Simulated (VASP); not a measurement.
# ZnS (Wurtzite-4H) (P6_3mc) in VASP: settings compared

Aim: see how the results for ZnS (Wurtzite-4H) move with the level of theory and the settings. Levels: PBEsol, LDA, RPBE. Tasks: single point, relaxation of cell and atoms.

All numbers are computed with VASP 6.6.1; they aren't measurements. Logs are shortened: lines on timing, memory, paths and dates and some standing lists are left out, and cuts for length are marked.

**Measured values to compare with.**

A printed reference work, monograph reports, for a bulk crystal of ZnS at 4 K: band gap 3.911 eV (direct).

The results are compared with them further down.

**1. The cell of the first run**

Symmetry: P6_3mc, No. 186, hexagonal system. The conventional cell has a = 3.823 Å, b = 3.823 Å, c = 12.520 Å, α = 90.00°, β = 90.00°, γ = 120.00°. Zn (site symmetry 3m) has 4 S at 2.34 to 2.35 Å within 3.1 Å. Zn (site symmetry 3m) has 4 S at 2.34 to 2.35 Å within 3.1 Å. S (site symmetry 3m) has 4 Zn at 2.34 to 2.35 Å within 3.1 Å. Within 3.1 Å of S (site symmetry 3m) lie 4 Zn at 2.34 to 2.35 Å.

**2. Single point, PBEsol**

File INCAR:

```
PREC     = Accurate       # precision mode
ENCUT    = 520            # plane-wave cutoff, eV
EDIFF    = 1E-7           # SCF threshold, eV
ISMEAR   = -1             # smearing method
SIGMA    = 0.05           # smearing width, eV
LREAL    = F              # projectors in reciprocal space
LASPH    = T              # aspherical terms in the spheres
NELM     = 60             # most SCF steps
ALGO     = Normal         # electronic algorithm
ISIF     = 2              # what is computed and relaxed
LWAVE    = F              # write WAVECAR
LCHARG   = F              # write CHGCAR
GGA      = PS             # functional
NBANDS   = 46             # bands
```

File KPOINTS:

```
Automatic mesh
0
Gamma
  8 8 3
```

File POSCAR:

```
ZnS
1.0
    3.8227000000      0.0000000000      0.0000000000
   -1.9113500000      3.3105553110      0.0000000000
    0.0000000000      0.0000000000     12.5200000000
Zn S
4 4
Direct
    0.6666666667      0.3333333333      0.7500000000
    0.3333333333      0.6666666667      0.2500000000
    0.0000000000      0.0000000000      0.5000000000
    0.0000000000      0.0000000000      0.0000000000
    0.6666666667      0.3333333333      0.9375000000
    0.3333333333      0.6666666667      0.4375000000
    0.0000000000      0.0000000000      0.6875000000
    0.0000000000      0.0000000000      0.1875000000
```

Potentials or basis: VASP PAW PBE potentials, release 64 (Zn, S).

Launch:

```bash
$ cat potpaw_PBE.64/Zn/POTCAR potpaw_PBE.64/S/POTCAR > POTCAR
$ mpirun -np 1 vasp_std > vasp.out
```

OUTCAR:

```text
PREC = Accurate
   ENCUT = 520
   EDIFF = 1E-7
   ISMEAR = -1
   LREAL = F
   LASPH = T
   NELM = 60
   ISIF = 2
   GGA = PS

 ion  position               nearest neighbor table
   1  0.667  0.333  0.750-   7 2.34   7 2.34   7 2.34   5 2.35
   2  0.333  0.667  0.250-   8 2.34   8 2.34   8 2.34   6 2.35
   3  0.000  0.000  0.500-   6 2.34   6 2.34   6 2.34   7 2.35
   4  0.000  0.000  0.000-   5 2.34   5 2.34   5 2.34   8 2.35
   5  0.667  0.333  0.938-   4 2.34   4 2.34   4 2.34   1 2.35
   6  0.333  0.667  0.438-   3 2.34   3 2.34   3 2.34   2 2.35
   7  0.000  0.000  0.688-   1 2.34   1 2.34   1 2.34   3 2.35
   8  0.000  0.000  0.188-   2 2.34   2 2.34   2 2.34   4 2.35

  LATTYP: Found a hexagonal cell.
 ALAT       =     3.8227000000
 C/A-ratio  =     3.2751719988

  Lattice vectors:

 A1 = (   3.8227000000,   0.0000000000,   0.0000000000)
 A2 = (  -1.9113500000,   3.3105553110,   0.0000000000)
 A3 = (   0.0000000000,   0.0000000000,  12.5200000000)

Analysis of symmetry for initial positions (statically):
=====================================================================
 Subroutine PRICEL returns:
 Original cell was already a primitive cell.

 Routine SETGRP: Setting up the symmetry group for a
 hexagonal supercell.

 Subroutine GETGRP returns: Found 12 space group operations
 (whereof  6 operations were pure point group operations)
 out of a pool of 24 trial point group operations.

The static configuration has the point symmetry C_3v.
 The point group associated with its full space group is C_6v.

Analysis of symmetry for dynamics (positions and initial velocities):
=====================================================================
 Subroutine PRICEL returns:
 Original cell was already a primitive cell.

 Routine SETGRP: Setting up the symmetry group for a
 hexagonal supercell.

 Subroutine GETGRP returns: Found 12 space group operations
 (whereof  6 operations were pure point group operations)
 out of a pool of 24 trial point group operations.

The dynamic configuration has the point symmetry C_3v.
 The point group associated with its full space group is C_6v.

 Subroutine INISYM returns: Found 12 space group operations
 (whereof  6 operations are pure point group operations),
 and found     1 'primitive' translations

[... 103 lines left out ...]
   EDIFFG = 0.1E-05   stopping-criterion for IOM
   NSW    =      0    number of steps for IOM
   IBRION =     -1    ionic relax: 0-MD 1-quasi-New 2-CG
   NFREE  =      0    steps in history (QN), initial steepest desc. (CG)
   ISIF   =      2    stress and relaxation
   ISYM   =      2    0-nonsym 1-usesym 2-fastsym
   POTIM  = 0.5000    time-step for ionic-motion
   TEBEG  =    0.0;   TEEND  =   0.0 temperature during run
   PSTRESS=    0.0 pullay stress
   NELECT =      72.0000    total number of electrons
   NUPDOWN=      -1.0000    fix difference up-down
   EMIN   =  10.00;   EMAX   =-10.00  energy-range for DOS
   EFERMI =   0.00;   METHOD = LEGACY
   ISMEAR =    -1;   SIGMA  =   0.05  broadening in eV -4-tet -1-fermi 0-gaus
   EFERMI_NEDOS =   21; number of points for ismear=-14 and -15
   IALGO  =     38    algorithm
   IMIX   =      4    mixing-type and parameters
     AMIX     =   0.40;   BMIX     =  1.00
     AMIX_MAG =   1.60;   BMIX_MAG =  1.00
  volume/ion in A,a.u.               =      19.81       133.65
  Fermi-wavevector in a.u.,A,eV,Ry     =   1.258618  2.378443 21.553244  1.584119
  Thomas-Fermi vector in A             =   2.392218
   LORBIT       =      0    0 simple, 1 ext, 2 COOP (PROOUT), +10 PAW based schemes
   GGA     = PS    functional components
   LHFCALC =     F    Hartree Fock is set to
   AEXX    =    0.0000 exact exchange contribution
   IVDW    =     0    specifies the selected vdW correction
   LEPSILON=     F    determine dielectric tensor
   LRPA    =     F    only Hartree local field effects (RPA)
 non-spin polarized calculation
  energy-cutoff  :      520.00
  volume of cell :      158.44
 maximum number of plane-waves:      4293
   NGX = 15   NGY = 15   NGZ = 47

 number of electron      71.9999983 magnetization

 Free energy of the ion-electron system (eV)
  ---------------------------------------------------
  ext. energy  EPLUGINS =         0.00000000
  ---------------------------------------------------
  free energy    TOTEN  =       -30.31858260 eV

  energy without entropy =      -30.31858260  energy(sigma->0) =      -30.31858260

 E-fermi :   3.0304     XC(G=0):  -9.8274

 val. band max:        1.9855552539   @ k =   0.0000   0.0000   0.0000
 cond. band min:       3.9814419479   @ k =   0.0000   0.0000   0.0000
 fundamental gap:      1.9958866941
 Fermi energy:         3.0303704181

 k-point     1 :       0.0000    0.0000    0.0000
  band No.  band energies     occupation
      1     -11.1548      2.00000
      2     -10.7339      2.00000
      3     -10.7220      2.00000
      4     -10.2170      2.00000
      5      -4.3709      2.00000
      6      -4.3671      2.00000
[... 969 lines left out ...]
     45       9.2025      0.00000
     46       9.4727      0.00000

------------------------ aborting loop because EDIFF is reached ----------------------------------------

  FORCE on cell =-STRESS in cart. coord.  units (eV):
  Direction    XX          YY          ZZ          XY          YZ          ZX
  --------------------------------------------------------------------------------------
  -------------------------------------------------------------------------------------
  Total       -1.9709757     -1.9709757     -2.1112913      0.0000000     -0.0000000     -0.0000000
  in kB      -19.9304206    -19.9304206    -21.3492857      0.0000000     -0.0000000     -0.0000000
  external PRESSURE =     -20.4033756 kB  Pullay stress =       0.0000000 kB

 VOLUME and BASIS-vectors are now :
 -----------------------------------------------------------------------------
  energy-cutoff  :      520.00
  volume of cell :      158.44
      direct lattice vectors                 reciprocal lattice vectors
     3.822700000  0.000000000  0.000000000     0.261595208  0.151032064  0.000000000
    -1.911350000  3.310555311  0.000000000     0.000000000  0.302064127  0.000000000
     0.000000000  0.000000000 12.520000000     0.000000000  0.000000000  0.079872204

 POSITION                                       TOTAL-FORCE (eV/Angst)
 -----------------------------------------------------------------------------------
      1.91135      1.10352      9.39000         0.000000     -0.000000      0.005489
     -0.00000      2.20704      3.13000        -0.000000      0.000000      0.005489
      0.00000      0.00000      6.26000        -0.000000     -0.000000      0.019865
      0.00000      0.00000      0.00000        -0.000000      0.000000      0.019865
      1.91135      1.10352     11.73750        -0.000000      0.000000      0.014928
     -0.00000      2.20704      5.47750        -0.000000     -0.000000      0.014928
      0.00000      0.00000      8.60750        -0.000000     -0.000000     -0.040282
      0.00000      0.00000      2.34750        -0.000000      0.000000     -0.040282
 -----------------------------------------------------------------------------------
    total drift:                               -0.000001     -0.000002     -0.000900

  FREE ENERGIE OF THE ION-ELECTRON SYSTEM (eV)
  ---------------------------------------------------
  free  energy   TOTEN  =       -30.3185825998 eV

  energy  without entropy=      -30.3185825997  energy(sigma->0) =      -30.31858260
```

OSZICAR:

```text
N       E                     dE             d eps       ncg     rms          rms(c)
DAV:   1     0.587667123446E+03    0.58767E+03   -0.33345E+04  1840   0.189E+03
DAV:   2     0.491602455393E+02   -0.53851E+03   -0.51839E+03  1840   0.436E+02
DAV:   3    -0.280464098587E+02   -0.77207E+02   -0.75832E+02  2052   0.152E+02
DAV:   4    -0.318751365502E+02   -0.38287E+01   -0.38137E+01  2218   0.338E+01
DAV:   5    -0.319340445684E+02   -0.58908E-01   -0.58883E-01  2152   0.433E+00    0.133E+01
DAV:   6    -0.302911565102E+02    0.16429E+01   -0.38963E+00  2626   0.447E+01    0.102E+01
DAV:   7    -0.303760238629E+02   -0.84867E-01   -0.40046E+00  2062   0.811E+00    0.387E+00
DAV:   8    -0.303218224735E+02    0.54201E-01   -0.19744E-01  2334   0.409E+00    0.100E+00
DAV:   9    -0.303182389926E+02    0.35835E-02   -0.65027E-02  2380   0.264E+00    0.313E-01
DAV:  10    -0.303182929438E+02   -0.53951E-04   -0.32355E-03  2222   0.636E-01    0.201E-01
DAV:  11    -0.303185970390E+02   -0.30410E-03   -0.10421E-03  2608   0.265E-01    0.759E-02
DAV:  12    -0.303185739217E+02    0.23117E-04   -0.26519E-04  2340   0.263E-01    0.245E-02
DAV:  13    -0.303185805104E+02   -0.65887E-05   -0.49803E-05  2450   0.572E-02    0.148E-02
DAV:  14    -0.303185824382E+02   -0.19278E-05   -0.80068E-06  2100   0.487E-02    0.612E-03
DAV:  15    -0.303185826248E+02   -0.18666E-06   -0.34241E-06  2228   0.914E-03    0.276E-03
DAV:  16    -0.303185825998E+02    0.25059E-07   -0.58996E-07  2136   0.113E-02
   1 F= -.30318583E+02 E0= -.30318583E+02  d E =-.101006E-09
```

Run time: 2.4 min. Hardware: 1 thread of Intel Xeon Platinum 8488C (Sapphire Rapids), shared host; peak memory 0.31 GiB.

What came out:

```
Free energy            : -30.3186 eV
Pressure               : -2.0 GPa
Largest force          : 0.040 eV/Å
Band gap on the k mesh : 2.00 eV, direct
```

Forces on the atoms (eV/Å):
```
Zn   0.000  0.000  0.005
Zn   0.000  0.000  0.005
Zn   0.000  0.000  0.020
Zn   0.000  0.000  0.020
S    0.000  0.000  0.015
S    0.000  0.000  0.015
S    0.000  0.000 -0.040
S    0.000  0.000 -0.040
```

Stress tensor (GPa, compression positive):
```
-1.99  0.00  0.00
 0.00 -1.99  0.00
 0.00  0.00 -2.13
```

Caveat: the PAW data sets were made with another functional, which shifts forces and pressure a little.

**3. Single point, LDA**

File INCAR:

```
PREC = Accurate
ENCUT = 520
EDIFF = 1E-7
ISMEAR = -1
SIGMA = 0.05
LREAL = F
LASPH = T
NELM = 80
ALGO = Normal
ISIF = 2
LWAVE = F
LCHARG = F
NBANDS = 46
```

File KPOINTS:

```
regular mesh
0
Gamma
  8 8 3
```

POSCAR is that of step 2.

Potentials or basis: VASP PAW LDA potentials, release 64 (Zn, S).

Launch:

```bash
$ cat potpaw_LDA.64/Zn/POTCAR potpaw_LDA.64/S/POTCAR > POTCAR
$ mpirun -np 1 vasp_std > vasp.out
```

It took 2 min on 1 thread of Intel Xeon Platinum 8488C (Sapphire Rapids), shared host; peak memory 0.27 GiB.

The run converged. Its results:

* Free energy: -32.6799 eV
* Pressure: -4.6 GPa
* Largest force: 0.039 eV/Å
* Band gap on the k mesh: 1.90 eV, direct

Forces in eV/Å, atoms in the order of the input:
```
Zn   0.000  0.000  0.002
Zn   0.000  0.000  0.002
Zn   0.000  0.000  0.019
Zn   0.000  0.000  0.019
S    0.000  0.000  0.018
S    0.000  0.000  0.018
S    0.000  0.000 -0.039
S    0.000  0.000 -0.039
```

Stress tensor (GPa, compression positive):
```
-4.54  0.00  0.00
 0.00 -4.54  0.00
 0.00  0.00 -4.65
```

Levels at points of the mesh, in eV from the valence-band top:
```
           k point  band 33  band 34  band 35  band 36  band 37  band 38  band 39  band 40
(0.00, 0.00, 0.00)    -0.46    -0.04     0.00     0.00     1.90     3.00     3.19     3.43
(0.50, 0.00, 0.00)    -1.61    -1.59    -1.12    -0.88     3.11     3.16     3.58     4.17
```

**4. Relaxation of cell and atoms, RPBE**

File INCAR:

```
SYSTEM = ZnS
PREC = Accurate
ENCUT = 600
EDIFF = 1E-6
ISMEAR = -1
SIGMA = 0.05
LREAL = .False.
LASPH = .True.
NELM = 100
ALGO = Normal
ISIF = 3
LWAVE = .False.
LCHARG = .False.
GGA = RP
IBRION = 2
NSW = 60
EDIFFG = -0.01
```

File KPOINTS:

```
Automatic mesh
0
Gamma
  8 8 3
  0 0 0
```

POSCAR is that of step 3.

Potentials or basis: VASP PAW PBE potentials, release 64 (Zn, S).

Launch:

```bash
$ cat potpaw_PBE.64/Zn/POTCAR potpaw_PBE.64/S/POTCAR > POTCAR
$ mpirun -np 1 vasp_std > vasp.out
```

Wall time 6.5 min (1 thread of Intel Xeon 6975P-C (Granite Rapids), shared host); peak memory 0.38 GiB.

It converged, with:

* Free energy: -24.8116 eV
* Relaxed volume: 20.97 Å³/atom
* Relaxed cell: a = 3.898 Å, b = 3.898 Å, c = 12.754 Å, α = 90.00°, β = 90.00°, γ = 120.00°
* Space group after relaxing (to 0.05 Å): P6_3mc (No. 186)
* Energy gained by relaxing: 14.0 meV/atom
* Ionic steps: 6
* Pressure after relaxing: 0.0 GPa
* Largest force after relaxing: 0.008 eV/Å
* Band gap on the k mesh: 2.05 eV, direct

Forces on the atoms (eV/Å):
```
Zn   0.000  0.000  0.000
Zn   0.000  0.000  0.000
Zn   0.000  0.000 -0.003
Zn   0.000  0.000 -0.003
S    0.000  0.000  0.008
S    0.000  0.000  0.008
S    0.000  0.000 -0.004
S    0.000  0.000 -0.004
```

Step by step:
```
step  energy change (eV)  largest force (eV/Å)  pressure (GPa)  volume (Å³)
   1              0.0000                0.0437            4.25       158.44
   2             -0.1022                0.0132           -1.05       170.81
   3             -0.1121                0.0128            0.06       167.62
   4             -0.1122                0.0131            0.00       167.80
   5             -0.1121                0.0131           -0.06       167.99
   6             -0.1122                0.0075            0.02       167.80
```

Final structure:
```xyz
8
Lattice="3.8977 0.0000 0.0000 -1.9489 3.3755 0.0000 0.0000 0.0000 12.7536" Properties=species:S:1:pos:R:3 pbc="T T T"
Zn    1.9489    1.1252    9.5656
Zn    0.0000    2.2504    3.1888
Zn    3.8977    0.0000    6.3775
Zn    1.9489    3.3755    0.0007
S     1.9489    1.1252   11.9576
S     0.0000    2.2504    5.5807
S     3.8977    0.0000    8.7660
S    -1.9489    3.3755    2.3892
```

Levels at points of the mesh, in eV from the valence-band top:
```tsv
k point	band 34	band 35	band 36	band 37	band 38	band 39
(0.00, 0.00, 0.00)	-0.03	0.00	0.00	2.05	3.20	3.34
(0.50, 0.00, 0.00)	-1.42	-0.99	-0.78	3.39	3.54	3.90
```

Caveat: the PAW data sets were made with another functional, which shifts forces and pressure a little.

**5. Summary**

```csv
task,level,potentials or basis,cell,cutoff (eV),gap on the mesh (eV),pressure (GPa),largest force (eV/Å)
single point,PBEsol,"VASP PAW PBE potentials, release 64 (Zn, S)",as given,520,2.00,-2.0,0.04
single point,LDA,"VASP PAW LDA potentials, release 64 (Zn, S)",as given,520,1.90,-4.6,0.04
relaxation of cell and atoms,RPBE,"VASP PAW PBE potentials, release 64 (Zn, S)",relaxed,600,2.05,0.0,0.01
```

Alike in all rows: no spin polarisation; k mesh 8 × 8 × 3; smearing fermi-dirac 0.05 eV.

Caveats: the PAW data sets were made with another functional, which shifts forces and pressure a little (some runs).

Absolute energies hang on the potentials; compare differences alone.

**6. Against experiment**

Step 2. Against the measured gap of ZnS, 3.911 eV (direct; 4 K; a printed reference work, monograph), the calculated 2.00 eV is off by -1.92 eV. The value is that of PBEsol, without temperature or zero-point motion. Semilocal functionals fall short of measured gaps as a rule.
